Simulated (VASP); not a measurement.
Crystal: CsI.

```
Cs I
1.0
     4.56670    0.00000    0.00000
     0.00000    4.56670    0.00000
     0.00000    0.00000    4.56670
Cs I
1 1
Direct
  0.00000 0.00000 0.00000
  0.50000 0.50000 0.50000
```

Base run:

```yaml
Program: VASP 6.6.1
Functional: PBE
Potentials_or_basis: VASP PAW PBE potentials, release 64 (Cs_sv, I)
Cutoff: 520 eV
k_mesh: 4 × 4 × 4
Occupations: fermi-dirac, width 0.04 eV
Spin: no spin polarisation
```

Its results: band gap on the k mesh 3.87 eV, indirect (least direct gap 3.96 eV); pressure 0.8 GPa.

Question: The run is repeated on the same cell with these changes: k mesh from 4 × 4 × 4 to 3 × 3 × 3. What comes out?

Answer: Band gap on the k mesh 3.96 eV, direct; pressure 0.9 GPa.

Caveats: some runs use coarse meshes; spin-orbit coupling is left out, which moves the levels of the heavy elements.

A k mesh can miss the band edges.
